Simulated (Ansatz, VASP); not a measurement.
BN: VASP beside Ansatz

Contents of INCAR:

```
SYSTEM = BN
ALGO = Normal ; EDIFF = 1E-6
ENCUT = 520 ; GGA = PS
ISIF = 2 ; ISMEAR = 0
LASPH = .TRUE. ; LCHARG = .TRUE.
LELF = .TRUE. ; LREAL = .FALSE.
LVHAR = .TRUE. ; LWAVE = .FALSE.
NBANDS = 16 ; NELM = 100
PREC = Accurate ; SIGMA = 0.05
```

The input KPOINTS:

```
k-points
0
G
  12 12 4
  0 0 0
```

File POSCAR:

```
BN
1.0
    2.6263060331      0.0000000000      0.0000000000
   -1.3131530166      2.2744477428      0.0000000000
    0.0000000000      0.0000000000      6.6997066905
B N
2 2
Direct
    0.3333333333      0.6666666667      0.2500000000
    0.6666666667      0.3333333333      0.7500000000
    0.3333333333      0.6666666667      0.7500000000
    0.6666666667      0.3333333333      0.2500000000
```

Input for Ansatz:

```yaml
crystal:
  lattice:
    - [2.6263060331, 0.0, 0.0]
    - [-1.3131530166, 2.2744477428, 0.0]
    - [0.0, 0.0, 6.6997066905]
  atoms:
    - { symbol: B, position: [0.3333333333, 0.6666666667, 0.25] }
    - { symbol: B, position: [0.6666666667, 0.3333333333, 0.75] }
    - { symbol: "N", position: [0.3333333333, 0.6666666667, 0.75] }
    - { symbol: "N", position: [0.6666666667, 0.3333333333, 0.25] }
basis:
  ecutwfc: 520.0
kpoints:
  mp_grid: { grid: [12, 12, 4] }
hamiltonian:
  xc: pbesol
  pseudopotentials: { kind: paw, azcp: { folder: soft_1 } }
scf:
  occupations: { method: gaussian, width: 0.05 }
output:
  forces: true
  stress: true
  eigenvalues: true
  write_density: true
  write_potential: true
  elf: true
  volumetric_format: npy
```

Alike in both runs: task single point; functional PBEsol; k mesh 12 × 12 × 4; occupations gaussian, width 0.05 eV; no spin polarisation.

|  | VASP | Ansatz |
| --- | --- | --- |
| version | VASP 6.6.1 | Ansatz 0.2.0 |
| potentials or method | VASP PAW PBE potentials, release 64 (B, N) | scalar-relativistic, plane waves, PAW |
| plane-wave cutoff (eV) | 520 | 520 |
| valence electrons in the cell | 16 | 16 |

VASP gave:

```
gap on the k mesh at the Fermi level (eV)       : 3.92
least direct gap on the mesh (eV)               : 4.22
pressure (GPa)                                  : -27.2
largest component of the traceless stress (GPa) : 27.46
```

**Question.** Which values does Ansatz return?

**Answer.** gap on the k mesh at the Fermi level (eV): 3.93; least direct gap on the mesh (eV): 4.23; pressure (GPa): -27.5; largest component of the traceless stress (GPa): 27.88.

Ansatz warned: «pseudo_functional_mismatch».

Caveats: so large a pressure means that the cell lies far from this level's equilibrium, or that cutoff or potentials fall short (VASP); the potentials were made for another functional, which shifts forces and pressure (VASP); this functional lacks dispersion, which binds the layers, so the pressure and a relaxed spacing across them are unreliable. A k mesh can miss the band edges.
